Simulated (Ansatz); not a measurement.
# Transmission past a defect: W wire along [111], 4 atoms a period, Pt in place of one W

What does the defect do to the conductance?

Program: Ansatz 0.2.0. Level of theory: DFT PBE, plane waves, PAW; relaxation of a wire's period, in the first sound run; inputs show where later runs differ. Results are calculated unless marked as measured.

Report form: the programs' logs are mostly left out.

**1. The starting structure**

The cell holds 4 atoms: 4 W. Its edges and angles: a = 9.042 Å, b = 10.682 Å, c = 2.745 Å, α = 90.0°, β = 90.0°, γ = 90.0°. Vacuum lies along a and b. The structure's axis is c.

**2. The relaxed wire**

Band widths follow the bond lengths, so the wire is relaxed first. The atoms and the third cell vector are free; the box across stays fixed as vacuum. A Fermi-Dirac smearing is set since the result may be a metal. The pressure printed is a third of the stress's trace over the whole box, vacuum included; only the stress along the axis is relaxed.

The input, input.yaml:

```yaml
crystal:
  lattice:
    - [9.042, 0.0, 0.0]
    - [0.0, 10.682, 0.0]
    - [0.0, 0.0, 2.74530053]
  atoms:
    - { symbol: W, position: [0.376023004, 0.439444587, 0.0] }
    - { symbol: W, position: [0.376023004, 0.681748852, 0.333333333] }
    - { symbol: W, position: [0.62392485, 0.318292455, 0.333333333] }
    - { symbol: W, position: [0.62392485, 0.56059672, 0.666666667] }
kpoints:
  mp_grid: { grid: [1, 1, 30] }
scf:
  occupations: { method: fermi_dirac, width: 0.05 }
hamiltonian:
  xc: pbe
relax:
  cell: { fix: [a, b, alpha, beta, gamma] }
  max_steps: 60
```

Launch:

```bash
ansatz run input.yaml --threads 4 --pin off --max-ram 16384MiB --backend cpu --events-out ev --progress --plain --runs-dir out
```

It took 72 s on 4 threads of Arm Neoverse V1, shared host; peak memory 0.6 GiB.

The steps of the relaxation (22 of 28):

| step | energy less that of the first step (eV) | largest force component (eV/Å) | pressure (GPa) | volume (Å³) |
| --- | --- | --- | --- | --- |
| 1 | 0.0000 | 3.0800 | -7.82 | 265.16 |
| 2 | -1.3945 | 1.5868 | 1.12 | 259.74 |
| 4 | -1.5634 | 0.1943 | 0.07 | 259.20 |
| 5 | -1.5670 | 0.0245 | 0.06 | 259.49 |
| 6 | -1.5719 | 0.0198 | 0.05 | 259.46 |
| 7 | -1.5683 | 0.3679 | -0.69 | 259.39 |
| 9 | -1.5765 | 0.1304 | -0.15 | 258.66 |
| 10 | -1.5784 | 0.0957 | -0.12 | 259.12 |
| 11 | -1.5813 | 0.0385 | 0.04 | 259.30 |
| 13 | -1.5828 | 0.0059 | 0.03 | 259.25 |
| 14 | -1.5826 | 0.1637 | -0.24 | 259.20 |
| 15 | -1.5835 | 0.0233 | 0.02 | 259.09 |
| 16 | -1.5840 | 0.0583 | -0.05 | 259.03 |
| 18 | -1.5847 | 0.0401 | -0.04 | 259.05 |
| 19 | -1.5851 | 0.0157 | 0.02 | 259.19 |
| 20 | -1.5854 | 0.0470 | -0.07 | 259.17 |
| 22 | -1.5858 | 0.0290 | 0.04 | 259.07 |
| 23 | -1.5859 | 0.0077 | 0.02 | 259.06 |
| 24 | -1.5856 | 0.0916 | -0.14 | 259.01 |
| 25 | -1.5860 | 0.0081 | 0.02 | 259.04 |
| 27 | -1.5861 | 0.0076 | 0.02 | 259.05 |
| 28* | -1.5856 | 0.0076 | 0.02 | 259.05 |

Relaxation steps marked * repeat the geometry before them on a plane-wave basis chosen anew for their cell, so energy and pressure can jump there. Other such steps can lie between the rows shown. Relaxation steps 7, 12, 14, 24, 26 were tried and not accepted.

The run keeps the 2 symmetry operations that it works with, so distortions that break them were not tested.

| cell as run | before | after | change |
| --- | --- | --- | --- |
| c (Å) | 2.745 | 2.682 | -2.3 % |

The atoms that moved most (Å, along periodic axes as changes of fractional coordinates times the final cell, across vacuum about the mean position):

| atom | dx | dy | dz | length |
| --- | --- | --- | --- | --- |
| W2 | 0.983 | 0.065 | 0.000 | 0.986 |
| W3 | -0.983 | -0.065 | 0.000 | 0.986 |
| W4 | 0.095 | -0.563 | -0.109 | 0.581 |
| W1 | -0.095 | 0.563 | 0.109 | 0.581 |

The relaxed structure:

```xyz
4
Lattice="9.0420 0.0000 0.0000 0.0000 10.6820 0.0000 0.0000 0.0000 2.6820" Properties=species:S:1:pos:R:3
W     3.3054    5.2567    0.1093
W     4.3834    7.3474    0.8942
W     4.6581    3.3350    0.8938
W     5.7361    5.4257    1.6787
```

Numbers from this step:

```yaml
energy_at_zero_smearing: -41529.3321 eV
cell_length_along_the_wire: 2.682 Å
```

The cell's length comes to 2.682 Å with spin left out.

**3. The perfect wire**

This step: DFT PBE, plane waves, PAW; channels and complex bands of a perfect wire (Ansatz 0.2.0).

At the relaxed period the Bloch states of the perfect wire are found at each energy: those that move forward count the open channels, and those that decay describe how a disturbance dies away inside the wire itself. An energy step of 0.035 eV is under the 0.039 eV that the program asks for its thermal average at 300 K.

The input, input.yaml:

```yaml
crystal:
  lattice:
    - [9.042, 0.0, 0.0]
    - [0.0, 10.682, 0.0]
    - [0.0, 0.0, 2.68199746]
  atoms:
    - { symbol: W, position: [0.365566213, 0.492111893, 0.040758567] }
    - { symbol: W, position: [0.484779921, 0.687832456, 0.333408889] }
    - { symbol: W, position: [0.515167933, 0.312208851, 0.333257778] }
    - { symbol: W, position: [0.634381641, 0.507929414, 0.6259081] }
kpoints:
  mp_grid: { grid: [1, 1, 30] }
scf:
  occupations: { method: fermi_dirac, width: 0.05 }
hamiltonian:
  xc: pbe
output:
  transmission:
    e_range: [-1.26, 1.26]
    de: 0.035
    kmesh: [1, 1]
    reduced_basis: true
    leads: [[0, 0]]
basis:
  ecutwfc: "350 eV"
```

Run time: 2.1 min. Hardware: 4 threads; peak memory 1.4 GiB; 7.5 min of CPU time.

This step gave:

```
energy at zero smearing                                  : -41529.3226 eV
channels at the energy nearest the Fermi level, one spin : 5
conductance of the lead as this run defines it           : 4.937 G₀
band gap                                                 : 0 eV
```

Open channels of the lead, one spin against energy, zero at the Fermi level:

| energy (eV) | open channels of the lead, one spin |
| --- | --- |
| -1.190 | 6 |
| -1.085 | 4 |
| -1.015 | 2 |
| -0.910 | 6 |
| -0.805 | 6 |
| -0.700 | 6 |
| -0.595 | 6 |
| -0.490 | 5 |
| -0.385 | 4 |
| -0.315 | 4 |
| -0.210 | 5 |
| -0.105 | 5 |
| 0.000 | 5 |
| 0.105 | 5 |
| 0.210 | 4 |
| 0.315 | 4 |
| 0.385 | 4 |
| 0.490 | 6 |
| 0.595 | 6 |
| 0.700 | 6 |
| 0.805 | 8 |
| 0.910 | 7 |
| 1.015 | 6 |
| 1.085 | 4 |
| 1.190 | 3 |

The slowest values at each energy, most degenerate partners merged, listed up to 1.5 1/Å. The Im kz of the slowest decaying states by energy, zero at the Fermi level:

| energy (eV) | decay 1 (Å⁻¹) | decay 2 (Å⁻¹) | decay 3 (Å⁻¹) | decay 4 (Å⁻¹) |
| --- | --- | --- | --- | --- |
| -1.26 | 0.0425 | 0.0564 | 0.0849 | 0.121 |
| -1.16 | 0.0766 | 0.0776 | 0.0818 | 0.370 |
| -1.05 | 0.0625 | 0.108 | 0.157 | 0.361 |
| -0.94 | 0.113 | 0.181 | 0.347 | 0.370 |
| -0.84 | 0.112 | 0.186 | 0.330 | 0.360 |
| -0.77 | 0.124 | 0.184 | 0.316 | 0.353 |
| -0.67 | 0.144 | 0.177 | 0.288 | 0.341 |
| -0.56 | 0.154 | 0.182 | 0.250 | 0.327 |
| -0.46 | 0.0824 | 0.159 | 0.192 | 0.204 |
| -0.35 | 0.0439 | 0.0900 | 0.110 | 0.159 |
| -0.24 | 0.0961 | 0.102 | 0.154 | 0.272 |
| -0.14 | 0.145 | 0.147 | 0.167 | 0.245 |
| -0.04 | 0.130 | 0.209 | 0.212 | 0.220 |
| 0.00 | 0.125 | 0.199 | 0.202 | 0.234 |
| 0.04 | 0.127 | 0.184 | 0.199 | 0.250 |
| 0.14 | 0.124 | 0.159 | 0.203 | 0.286 |
| 0.24 | 0.0660 | 0.0799 | 0.166 | 0.208 |
| 0.35 | 0.0456 | 0.125 | 0.158 | 0.213 |
| 0.46 | 0.143 | 0.156 | 0.217 | 0.320 |
| 0.56 | 0.120 | 0.179 | 0.218 | 0.312 |
| 0.67 | 0.0774 | 0.199 | 0.218 | 0.301 |
| 0.77 | 0.214 | 0.216 | 0.286 | 0.356 |
| 0.84 | 0.210 | 0.227 | 0.272 | 0.354 |
| 0.94 | 0.0972 | 0.200 | 0.241 | 0.242 |
| 1.05 | 0.0531 | 0.0746 | 0.0859 | 0.178 |
| 1.16 | 0.0988 | 0.113 | 0.147 | 0.150 |
| 1.26 | 0.154 | 0.173 | 0.220 | 0.223 |

By hand: the program gives 3.9602 × 10^14 S/m² over the cell's cross-section of 96.59 Å² = 9.659 × 10^-19 m², so one cell conducts 3.825 × 10^-4 S. Divided by G0 = 2e²/h = 7.748 × 10^-5 S this is 4.94 G0, a resistance of 2.61 kΩ.

At the computed energy nearest the Fermi level there are 5 channels a spin, and the thermal average gives 4.94 G₀.

**4. Relaxing the junction**

This step: DFT PBE, plane waves, PAW; relaxation of a junction in a wire, ends held (Ansatz 0.2.0).

System of this step: W wire along [111], 4 atoms a period, Pt in place of one W. The cell holds 36 atoms: 35 W and 1 Pt. Its edges and angles: a = 9.042 Å, b = 10.682 Å, c = 24.138 Å, α = 90.0°, β = 90.0°, γ = 90.0°. Regions: held atoms, 24 atoms (24 W); free atoms, 12 atoms (11 W and 1 Pt). Vacuum lies along a and b. The structure's axis is c.

12 atoms at the defect are free to relax, while 24 stay where the perfect wire has them, so that the ends still repeat as a lead. The cutoff is set under the files' recommended one to save time.

The input, input.yaml:

```yaml
crystal:
  lattice:
    - [9.042, 0.0, 0.0]
    - [0.0, 10.682, 0.0]
    - [0.0, 0.0, 24.13797714]
  atoms:
    - { symbol: W, position: [0.365566213, 0.492111893, 0.00452873] }
    - { symbol: W, position: [0.484779921, 0.687832456, 0.037045432] }
    - { symbol: W, position: [0.515167933, 0.312208851, 0.037028642] }
    - { symbol: W, position: [0.634381641, 0.507929414, 0.069545344] }
    - { symbol: W, position: [0.365566213, 0.492111893, 0.115639841] }
    - { symbol: W, position: [0.484779921, 0.687832456, 0.148156543] }
    - { symbol: W, position: [0.515167933, 0.312208851, 0.148139753] }
    - { symbol: W, position: [0.634381641, 0.507929414, 0.180656456] }
[... 24 atom lines left out ...]
    - { symbol: W, position: [0.365566213, 0.492111893, 0.893417619] }
    - { symbol: W, position: [0.484779921, 0.687832456, 0.925934321] }
    - { symbol: W, position: [0.515167933, 0.312208851, 0.925917531] }
    - { symbol: W, position: [0.634381641, 0.507929414, 0.958434233] }
magnetization:
  spin_polarized: true
kpoints:
  mp_grid: { grid: [1, 1, 2] }
scf:
  occupations: { method: fermi_dirac, width: 0.1 }
hamiltonian:
  xc: pbe
relax:
  constraints:
    - { sites: [0, 1, 2, 3, 4, 5, 6, 7, 8, 9, 10, 11, 24, 25, 26, 27, 28, 29, 30, 31, 32, 33, 34, 35] }
  f_tol: 0.06
  max_steps: 35
basis:
  ecutwfc: "350 eV"
```

Wall time 21 min (4 threads); peak memory 7.4 GiB; 81 min of CPU time.

The steps of the relaxation:

| step | energy less that of the first step (eV) | largest force component (eV/Å) |
| --- | --- | --- |
| 1 | 0.0000 | 1.8412 |
| 2 | -0.3018 | 0.6646 |
| 3 | -0.3975 | 0.3494 |
| 4 | -0.4775 | 0.5072 |
| 5 | -0.6489 | 0.7323 |
| 6 | -0.8526 | 0.9082 |
| 7 | -1.1188 | 0.6604 |
| 8 | -1.3554 | 0.4075 |
| 9 | -1.4903 | 0.4972 |
| 10 | -1.5690 | 0.7459 |
| 11 | -1.6364 | 0.4028 |
| 12 | -1.7063 | 0.3164 |
| 13 | -1.7470 | 0.1761 |
| 14 | -1.7633 | 0.1490 |
| 15 | -1.7676 | 0.0921 |
| 16 | -1.7687 | 0.0316 |

The atoms that moved most (Å):

| atom | dx | dy | dz | length |
| --- | --- | --- | --- | --- |
| Pt20 | 1.648 | 0.046 | -0.480 | 1.717 |
| W18 | 0.651 | -0.696 | 0.413 | 1.039 |
| W19 | 0.511 | 0.739 | 0.407 | 0.986 |
| W23 | -0.390 | -0.040 | 0.004 | 0.392 |
| W14 | 0.083 | -0.085 | 0.357 | 0.377 |
| W15 | 0.032 | 0.087 | 0.360 | 0.372 |
| W22 | -0.371 | -0.019 | -0.004 | 0.371 |
| W24 | -0.234 | -0.025 | -0.273 | 0.360 |

This step gave:

```
energy at zero smearing : -375904.1869 eV
total moment            : 0 μB
absolute moment         : 0 μB
```

The largest force component on a free atom ends at 0.032 eV/Å, under the limit of 0.06. Pt ends nearest to W at 2.57 Å, W at 2.62 Å, W at 2.63 Å and W at 3.45 Å. 2 atoms of the wire itself, hydrogen apart, moved by over 0.45 Å, up to 1.04 Å.

(Continued in part 2 of 2.)

[Logs are printed without paths, hosts, clocks, repeated set-up lines and the standing remarks that a program may print on its own settings, such as how far it seeks lower states.]

[Hosts, paths, dates, database ids (printed as entryN), source tags and the programs' standing remarks are cut or masked in the printed files.]
